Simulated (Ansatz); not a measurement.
# FeSi (P1) in Ansatz: reference runs

Aim: a first look at FeSi with PBE, on the cell as given.

Everything below comes from runs of Ansatz 0.2.0. Logs are shortened: lines on timing, memory, paths and dates and some standing lists are left out, and cuts for length are marked.

### Step 1. The cell of the first run

The typed cell holds 8 atoms: a = 4.467 Å, b = 4.467 Å, c = 4.467 Å, α = 90.00°, β = 90.00°, γ = 90.00°.

### Step 2. Single point, PBE, collinear spin, ferromagnetic start (atom 8 moved 0.45 Å)

File input.yaml:

```yaml
crystal:
  lattice:
    - [4.467, 0.0, 0.0]
    - [0.0, 4.467, 0.0]
    - [0.0, 0.0, 4.467]
  atoms:
    - { symbol: Fe, position: [0.14216657, 0.14173709, 0.13965789], spin: 3.0 }
    - { symbol: Fe, position: [0.37416657, 0.87373709, 0.63965789], spin: 3.0 }
    - { symbol: Fe, position: [0.64216657, 0.37373709, 0.87165789], spin: 3.0 }
    - { symbol: Fe, position: [0.87416657, 0.64173709, 0.37165789], spin: 3.0 }
    - { symbol: Si, position: [0.85266657, 0.85223709, 0.85015789] }
    - { symbol: Si, position: [0.66366657, 0.16323709, 0.35015789] }
    - { symbol: Si, position: [0.35266657, 0.66323709, 0.16115789] }
    - { symbol: Si, position: [0.09833403, 0.29034036, 0.61589477] }
hamiltonian:
  xc: pbe
  pseudopotentials: { kind: paw }
magnetization:
  spin_polarized: true
kpoints:
  mp_grid: { grid: [6, 6, 6] }
scf:
  occupations: { method: fermi_dirac, width: 0.05 }
output:
  forces: true
  stress: true
  eigenvalues: true
```

Potentials or basis: Ansatz PAW.

Started as:

```
> ansatz run input.yaml --threads 4 --pin off --max-ram 11264MiB --backend cpu --events-out ev --progress --plain --runs-dir out
```

The log of the run:

```text
Warning: RAYON_NUM_THREADS=4 ignored (pool sized by the plan → 4); use --threads N
Engine: ansatz 0.2.0, x86_64-unknown-linux-gnu
Pseudopotentials: kind: paw
Pseudopotential: Fe, paw, valence charge 16, recommended cutoff 420 eV (normal), Fe.paw.azcp
Pseudopotential: Si, paw, valence charge 4, recommended cutoff 420 eV (normal), Si.paw.azcp
Functional definition: PBE
  parameter kappa = 0.804
  parameter beta = 0.06672455060314922
  exchange = pbe_x(kappa = kappa, mu = beta*pi^2/3)
  correlation = pbe_c(beta = beta)
Crystal: 8 atoms, lattice volume = 89.135 Å³
Basis set: ecut = 420 eV, 1743 PW (Γ), exchange–correlation on 60×60×60 points (8 copies of the dense FFT grid, shifted against one another)
Bands: 56, of which v1, the nominal top of the filled ones, is band 40 counted from 1 (39 counted from 0)
Symmetry: 1 space group operations
Space group: P1 (ITA 1), of the structure as read, at distance tolerance 4.5e-5 Å
Magnetic group: BNS 1.1 (UNI 1), of the structure as read, at distance tolerance 4.5e-5 Å
k-points: 112 of 216 (time reversal used)
Non-local potential: Fe, projectors of the file, l = 0: 3, l = 1: 2, l = 2: 3, l = 3: 1
Non-local potential: Si, projectors of the file, l = 0: 2, l = 1: 2, l = 2: 2
PAW form: soft (Blöchl's): semilocal exchange-correlation on the pseudo side does not see the compensation charge
PAW one-centre angular grid: Fe, 590 points (default); XC on 64 Gauss nodes
PAW one-centre angular grid: Si, 110 points (default); XC on 64 Gauss nodes
Initial density: superposition of atomic densities (chi_scale 0.1, normalization cell)
Starting moments: Σ|m| = 12 μB on 4 of 8 sites
Initial wavefunctions: pseudopotential atomic-orbital guess
Functional: x = pbe(κ = 0.804, μ = 0.2195149727645171), c = pbe(β = 0.06672455060314922)
SCF iter   1: F=—  HF=-20467.832064 eV  |F-HF|=—  |Δ(HF+E_count)|=         —  Δρ=1.85e-1 (↑1.85e-1 ↓9.28e-2)  dr2=7.62e0  dr2_m=1.50e1  M=4.075 μB ∫|m|=5.223 μB  β_m=0.30  ethr=3.10e-3  ⟨swp⟩=6.8  Hψ=50092  notcnv=0  defer=29
Mixer restart at iter 1: flushing history
preconditioner: auto → Kerker (q_TF=auto, 2.680 Å⁻¹)  [metal: Δε(μ)=0.006 eV  Ē_g=8.058 eV  σ=0.050 eV  W_gap=0.03  n_scr=26 (ndim 8)  ℏωp=27.2 eV  f_vac=0.000  D(μ)=5.03/eV (n_scr^D=56)]
spin=Collinear: Kerker preconditioning applied to the charge; magnetization (m = ρ↑ − ρ↓) channel mixes plain (no charge-response kernel on spin).
SCF iter   2: F=—  HF=-20464.054989 eV  |F-HF|=—  |Δ(HF+E_count)|=    3.78e0  Δρ=9.76e-2 (↑9.76e-2 ↓9.07e-2)  dr2=1.18e0  dr2_m=6.99e0  M=4.136 μB ∫|m|=5.287 μB  β_m=0.51  ethr=3.10e-3  ⟨swp⟩=2.4  Hψ=21752  notcnv=0  defer=1381
SCF iter   3: F=—  HF=-20468.136666 eV  |F-HF|=—  |Δ(HF+E_count)|=    4.08e0  Δρ=4.74e-2 (↑4.74e-2 ↓3.25e-2)  dr2=6.34e-1  dr2_m=1.17e0  M=3.808 μB ∫|m|=4.770 μB  β_m=0.59  ethr=1.48e-3  ⟨swp⟩=3.0  Hψ=25625  notcnv=0  defer=1381
SCF iter   4: F=—  HF=-20468.486726 eV  |F-HF|=—  |Δ(HF+E_count)|=   3.50e-1  Δρ=1.86e-2 (↑5.93e-3 ↓1.86e-2)  dr2=6.93e-1  dr2_m=5.39e-2  M=3.398 μB ∫|m|=4.222 μB  β_m=0.77  ethr=7.92e-4  ⟨swp⟩=2.4  Hψ=22613  notcnv=0  defer=1410
SCF iter   5: F=—  HF=-20468.156233 eV  |F-HF|=—  |Δ(HF+E_count)|=   3.30e-1  Δρ=2.05e-2 (↑2.05e-2 ↓8.22e-3)  dr2=5.18e-1  dr2_m=4.72e-2  M=2.540 μB ∫|m|=3.182 μB  β_m=0.89  ethr=7.92e-4  ⟨swp⟩=3.0  Hψ=21648  notcnv=0  defer=1410
SCF iter   6: F=—  HF=-20468.355433 eV  |F-HF|=—  |Δ(HF+E_count)|=   1.99e-1  Δρ=1.79e-2 (↑1.79e-2 ↓4.38e-3)  dr2=3.26e-1  dr2_m=4.71e-2  M=2.492 μB ∫|m|=3.116 μB  β_m=0.82  ethr=6.47e-4  ⟨swp⟩=2.1  Hψ=16870  notcnv=0  defer=1411
SCF iter   7: F=—  HF=-20468.341528 eV  |F-HF|=—  |Δ(HF+E_count)|=   1.39e-2  Δρ=5.94e-3 (↑5.94e-3 ↓2.24e-3)  dr2=1.48e-2  dr2_m=1.27e-2  M=2.544 μB ∫|m|=3.167 μB  β_m=0.91  ethr=4.08e-4  ⟨swp⟩=2.0  Hψ=17235  notcnv=0  defer=1411
SCF iter   8: F=—  HF=-20468.342590 eV  |F-HF|=—  |Δ(HF+E_count)|=   1.06e-3  Δρ=3.12e-3 (↑3.12e-3 ↓2.30e-3)  dr2=1.68e-3  dr2_m=5.75e-3  M=2.412 μB ∫|m|=3.000 μB  β_m=0.62  ethr=1.86e-5  ⟨swp⟩=1.6  Hψ=16484  notcnv=0  defer=1407
SCF iter   9: F=—  HF=-20468.343268 eV  |F-HF|=—  |Δ(HF+E_count)|=   6.79e-4  Δρ=1.80e-3 (↑1.57e-3 ↓1.80e-3)  dr2=7.93e-4  dr2_m=2.01e-3  M=2.160 μB ∫|m|=2.698 μB  β_m=0.93  ethr=2.10e-6  ⟨swp⟩=2.2  Hψ=22209  notcnv=0  defer=1403
SCF iter  10: F=—  HF=-20468.344899 eV  |F-HF|=—  |Δ(HF+E_count)|=   1.63e-3  Δρ=1.65e-3 (↑1.39e-3 ↓1.65e-3)  dr2=3.17e-3  dr2_m=8.92e-4  M=1.765 μB ∫|m|=2.216 μB  β_m=0.81  ethr=9.92e-7  ⟨swp⟩=2.3  Hψ=24480  notcnv=0  defer=1406
SCF iter  11: F=—  HF=-20468.345208 eV  |F-HF|=—  |Δ(HF+E_count)|=   3.09e-4  Δρ=1.26e-3 (↑9.03e-4 ↓1.26e-3)  dr2=9.69e-4  dr2_m=6.70e-4  M=1.442 μB ∫|m|=1.822 μB  β_m=0.90  ethr=9.92e-7  ⟨swp⟩=2.1  Hψ=24038  notcnv=0  defer=1406
SCF iter  12: F=-20468.344417 eV  HF=-20468.345476 eV  |F-HF|=1.06e-3  |Δ(HF+E_count)|=   2.68e-4  Δρ=1.32e-3 (↑9.63e-4 ↓1.32e-3)  dr2=1.39e-3  dr2_m=6.66e-4  M=1.375 μB ∫|m|=1.740 μB  β_m=0.90  ethr=9.92e-7  ⟨swp⟩=2.2  Hψ=15379  notcnv=0  defer=1406
SCF iter  13: F=-20468.341843 eV  HF=-20468.345619 eV  |F-HF|=3.78e-3  |Δ(HF+E_count)|=   1.42e-4  Δρ=1.74e-3 (↑1.74e-3 ↓1.03e-3)  dr2=5.39e-3  dr2_m=2.88e-4  M=1.072 μB ∫|m|=1.370 μB  β_m=0.90  ethr=9.92e-7  ⟨swp⟩=2.5  Hψ=23658  notcnv=0  defer=1406  recentre
SCF iter  14: F=-20468.343266 eV  HF=-20468.345870 eV  |F-HF|=2.60e-3  |Δ(HF+E_count)|=   2.51e-4  Δρ=1.36e-3 (↑1.36e-3 ↓8.59e-4)  dr2=2.93e-3  dr2_m=7.29e-5  M=1.064 μB ∫|m|=1.356 μB  β_m=0.72  ethr=9.92e-7  ⟨swp⟩=2.0  Hψ=23670  notcnv=0  defer=1406
SCF iter  15: F=-20468.345349 eV  HF=-20468.345527 eV  |F-HF|=1.79e-4  |Δ(HF+E_count)|=   3.43e-4  Δρ=4.69e-4 (↑3.83e-4 ↓4.69e-4)  dr2=4.49e-4  dr2_m=6.07e-5  M=0.993 μB ∫|m|=1.269 μB  β_m=0.86  ethr=9.92e-7  ⟨swp⟩=2.0  Hψ=23290  notcnv=0  defer=1406
SCF iter  16: F=-20468.345529 eV  HF=-20468.345638 eV  |F-HF|=1.09e-4  |Δ(HF+E_count)|=   1.11e-4  Δρ=2.47e-4 (↑2.47e-4 ↓1.37e-4)  dr2=1.14e-4  dr2_m=5.28e-6  M=0.992 μB ∫|m|=1.265 μB  β_m=0.79  ethr=5.61e-7  ⟨swp⟩=2.1  Hψ=17155  notcnv=0  defer=1406
SCF iter  17: F=-20468.345605 eV  HF=-20468.345626 eV  |F-HF|=2.17e-5  |Δ(HF+E_count)|=   1.17e-5  Δρ=1.19e-4 (↑1.08e-4 ↓1.19e-4)  dr2=3.16e-5  dr2_m=1.68e-6  M=0.992 μB ∫|m|=1.266 μB  β_m=0.79  ethr=1.42e-7  ⟨swp⟩=2.0  Hψ=16810  notcnv=0  defer=1404
SCF iter  18: F=-20468.345621 eV  HF=-20468.345630 eV  |F-HF|=9.24e-6  |Δ(HF+E_count)|=   3.93e-6  Δρ=8.50e-5 (↑8.03e-5 ↓8.50e-5)  dr2=1.14e-5  dr2_m=2.17e-6  M=0.971 μB ∫|m|=1.240 μB  β_m=0.84  ethr=3.96e-8  ⟨swp⟩=2.0  Hψ=17712  notcnv=0  defer=1401
SCF iter  19: F=-20468.345622 eV  HF=-20468.345630 eV  |F-HF|=7.42e-6  |Δ(HF+E_count)|=   7.64e-7  Δρ=9.25e-5 (↑6.90e-5 ↓9.25e-5)  dr2=1.05e-5  dr2_m=2.21e-6  M=0.935 μB ∫|m|=1.195 μB  β_m=0.90  ethr=1.43e-8  ⟨swp⟩=2.1  Hψ=21570  notcnv=0  defer=1401
SCF iter  20: F=-20468.345627 eV  HF=-20468.345630 eV  |F-HF|=3.66e-6  |Δ(HF+E_count)|=   6.91e-7  Δρ=5.79e-5 (↑1.79e-5 ↓5.79e-5)  dr2=3.99e-6  dr2_m=4.38e-7  M=0.943 μB ∫|m|=1.205 μB  β_m=0.95  ethr=1.32e-8  ⟨swp⟩=2.3  Hψ=17682  notcnv=0  defer=1395
SCF iter  21: F=-20468.345628 eV  HF=-20468.345631 eV  |F-HF|=3.08e-6  |Δ(HF+E_count)|=   3.25e-7  Δρ=4.17e-5 (↑4.17e-5 ↓2.79e-5)  dr2=3.38e-6  dr2_m=8.31e-8  M=0.958 μB ∫|m|=1.223 μB  β_m=0.84  ethr=4.98e-9  ⟨swp⟩=2.0  Hψ=21012  notcnv=0  defer=1395
SCF iter  22: F=-20468.345630 eV  HF=-20468.345630 eV  |F-HF|=1.04e-7  |Δ(HF+E_count)|=   3.67e-7  Δρ=1.14e-5 (↑1.14e-5 ↓6.27e-6)  dr2=1.25e-7  dr2_m=3.40e-8  M=0.956 μB ∫|m|=1.220 μB  β_m=0.92  ethr=4.23e-9  ⟨swp⟩=2.0  Hψ=17682  notcnv=0  defer=1395
SCF iter  23: F=-20468.345630 eV  HF=-20468.345630 eV  |F-HF|=3.24e-8  |Δ(HF+E_count)|=   3.53e-9  Δρ=4.48e-6 (↑4.48e-6 ↓4.02e-6)  dr2=4.42e-8  dr2_m=3.86e-9  M=0.954 μB ∫|m|=1.219 μB  β_m=0.96  ethr=1.56e-10  ⟨swp⟩=2.0  Hψ=16885  notcnv=0  defer=1391
SCF iter  24: F=-20468.345630 eV  HF=-20468.345630 eV  |F-HF|=3.79e-8  |Δ(HF+E_count)|=   5.65e-9  Δρ=4.33e-6 (↑4.33e-6 ↓3.69e-6)  dr2=3.95e-8  dr2_m=5.54e-10  M=0.955 μB ∫|m|=1.220 μB  β_m=0.68  ethr=5.53e-11  ⟨swp⟩=2.0  Hψ=21121  notcnv=0  defer=1391
SCF iter  25: F=-20468.345630 eV  HF=-20468.345630 eV  |F-HF|=1.43e-8  |Δ(HF+E_count)|=   4.68e-9  Δρ=2.57e-6 (↑1.88e-6 ↓2.57e-6)  dr2=1.63e-8  dr2_m=1.84e-10  M=0.956 μB ∫|m|=1.220 μB  ethr=4.94e-11  ⟨swp⟩=8.2  Hψ=49351  notcnv=0
SCF 1 converged in 25 iterations: F = -20468.345630 eV  dr2 = 1.63e-8
at 1 of the mixer's solves, the last at iteration 11, it left a direction of its history that read negative out of its fit and stepped the other way along it
SCF converged after 25 iterations
Magnetization: 0.9556 μB (40.4778 up, 39.5222 down)
Absolute magnetization: 1.2203 μB (∫|ρ↑−ρ↓|, with the PAW one-centre terms)
Spin contamination: 0.0271 ħ² per cell (⟨S²⟩ above its minimum at these occupations)
Per-site moments (μB) at R_I (Å): [(0.16044752418174185, 0.9228023330686496), (0.26637331178192564, 0.9216992876638649), (0.475311187155188, 0.9239513423952261), (0.14737874167544013, 0.8901719887076082), (-0.013335497545496303, 0.9239513423952261), (-0.013130767697257418, 0.9239513423952264), (-0.011624006576646162, 0.9239513423952261), (-0.011758476491643648, 0.8901719887076082)]
Free energy (F): -20468.345630 eV
Harris-Foulkes:  -20468.345630 eV  (|F-HF|=1.43e-8)
Internal energy: -20468.286414 eV  (E = F + TS)
E sigma→0 (E₀):  -20468.316022 eV
Entropy (-TS):   -0.059216 eV (-7.402 meV/atom)
Fermi energy:    16.507823 eV
--- Per-component energies (eV) ---
  E_band       = -818.487388
  E_kinetic    = 1610.704154
  E_local      = -10590.054386  (includes V_loc(G=0)·N_el)
  E_nonlocal   = 955.352987
  E_hartree    = 4608.205640
  E_xc         = -708.865669
  E_vxc        = -816.697920  (∫ρ·V_xc dr)
  E_paw        = -7508.716302  (= ΣΔE_a)
  E_vpaw       = -1194.199720  (= ΣTr[D̂ρ^β])
  E_aug_tail   = 0.003372  (compensation charges beyond the density's cutoff)
  E_ewald      = -8834.916209
  E_smearing   = -0.059216  (= −TS)
  E_closure    = -0.000000  (closes the sum)
  Σ components = -20468.345630   (vs F -20468.345630, Δ=0.00e0)
--- Forces (eV/Å), atoms counted from 1 ---
  atom   1  Fe     0.18560578     0.01361099    -0.84512407
  atom   2  Fe    -0.04522913    -0.56994236    -0.00719150
  atom   3  Fe    -0.50522007    -0.53120734    -0.49192579
  atom   4  Fe    -0.53495856     0.75094362    -0.49955851
  atom   5  Si    -0.44654844    -1.01009381     0.05377288
  atom   6  Si    -1.04143632     0.10459497    -0.94908806
  atom   7  Si    -0.34872795     0.04335422     0.19892039
  atom   8  Si     2.73649902     1.19870971     2.54019728
  max |Σ_I F_I| component: 3.00e-5 eV/Å
--- Stress (GPa, compression-positive) ---
        2.429468      -0.406084       1.194332
       -0.406083       2.024783      -0.028517
        1.194332      -0.028518       1.573229
  P = ⅓ Tr σ = 2.0092 GPa (20.092 kbar)
--- Band table (eV; the first three rows and the last of 224) ---
  k-point 0 ↑: bands = ["-70.4978", "-70.3432", "-70.3334", "-70.2961", "-36.7665", "-36.6466", "-36.6176", "-36.5723", "-36.5326", "-36.4916", "-36.4137", "-36.3559", "-36.3498", "-36.3228", "-36.2931", "-36.2847", "3.0651", "7.8998", "8.4920", "9.0279", "11.0477", "11.3584", "11.5918", "12.7223", "12.7423", "13.0464", "13.3222", "13.4963", "13.6995", "13.7650", "13.9505", "14.0587", "14.1225", "14.5126", "14.8492", "15.9438", "16.0288", "16.1557", "16.2502", "16.2978", "16.8279", "16.8815", "16.9896", "18.8542", "19.3449", "19.4462", "19.8514", "20.1232", "20.2729", "20.5885", "20.9368", "22.0302", "22.9337", "23.0565", "23.5186", "24.7004"]
  k-point 1 ↑: bands = ["-70.4978", "-70.3426", "-70.3340", "-70.2961", "-36.7665", "-36.6466", "-36.6164", "-36.5742", "-36.5328", "-36.4922", "-36.4132", "-36.3579", "-36.3477", "-36.3211", "-36.2938", "-36.2854", "3.2642", "7.1882", "8.8181", "9.2417", "10.9025", "11.1696", "12.0674", "12.1829", "12.4995", "13.1751", "13.3875", "13.6167", "13.8402", "13.8780", "13.9781", "14.0719", "14.1942", "14.5130", "14.9209", "15.7156", "15.9167", "16.1690", "16.2730", "16.3627", "16.6749", "16.8058", "17.3030", "18.5669", "18.9402", "19.2422", "19.3964", "20.2124", "20.5916", "20.9237", "21.3145", "22.5024", "22.6590", "23.7130", "23.8619", "24.1890"]
  k-point 2 ↑: bands = ["-70.4977", "-70.3409", "-70.3358", "-70.2961", "-36.7664", "-36.6465", "-36.6132", "-36.5785", "-36.5330", "-36.4932", "-36.4124", "-36.3604", "-36.3449", "-36.3171", "-36.2961", "-36.2863", "3.8406", "6.0138", "9.1820", "9.7457", "10.5890", "11.1949", "11.7207", "11.9937", "12.7156", "12.9242", "13.3553", "13.7266", "13.8680", "13.9834", "14.0329", "14.1876", "14.3710", "14.6580", "14.9436", "15.3314", "15.8551", "16.0410", "16.2643", "16.3025", "16.5220", "16.6400", "17.6790", "18.2790", "18.5105", "18.7453", "19.8238", "20.6588", "21.0633", "21.3420", "21.7929", "22.3887", "22.6889", "22.8341", "23.1589", "24.3953"]
  k-point 111 ↓: bands = ["-70.1457", "-70.1177", "-70.0215", "-69.9375", "-36.4490", "-36.4297", "-36.2936", "-36.2862", "-36.1826", "-36.1696", "-36.1313", "-36.1305", "-36.0683", "-36.0186", "-35.9649", "-35.8744", "6.1392", "7.1903", "7.5059", "7.8300", "9.7448", "9.7968", "10.1084", "10.4530", "13.5487", "13.6530", "13.7462", "13.8952", "13.9962", "14.0447", "14.2069", "14.3202", "15.6086", "15.6662", "15.7189", "15.8380", "15.8613", "15.9269", "15.9389", "16.1181", "16.9375", "17.0444", "17.1269", "17.1493", "20.8061", "21.8168", "21.8623", "21.9798", "22.2158", "22.6861", "22.8956", "23.2522", "24.0812", "24.1771", "24.7004", "24.8953"]
```

It took 65 s on 4 threads of AMD EPYC 7R13 (Zen 3), shared host; peak memory 1 GiB.

Results:

```
Free energy            : -20468.3456 eV
Pressure               : 2.0 GPa
Largest force          : 3.921 eV/Å
Band gap on the k mesh : none (metal or under the smearing width)
Net moment             : 0.96 μB per cell
Absolute moment        : 1.22 μB per cell
Site moments           : Fe +0.16, +0.27, +0.48, +0.15; Si -0.01 μB
```

Forces on the atoms (eV/Å):
```
Fe   0.186  0.014 -0.845
Fe  -0.045 -0.570 -0.007
Fe  -0.505 -0.531 -0.492
Fe  -0.535  0.751 -0.500
Si  -0.447 -1.010  0.054
Si  -1.041  0.105 -0.949
Si  -0.349  0.043  0.199
Si   2.736  1.199  2.540
```

Stress tensor (GPa, compression positive):
```
 2.43 -0.41  1.19
-0.41  2.02 -0.03
 1.19 -0.03  1.57
```

Caveat: forces of over 1 eV/Å show positions far from the minimum, so gaps and moduli don't describe the material at rest; the starting moments weren't kept.
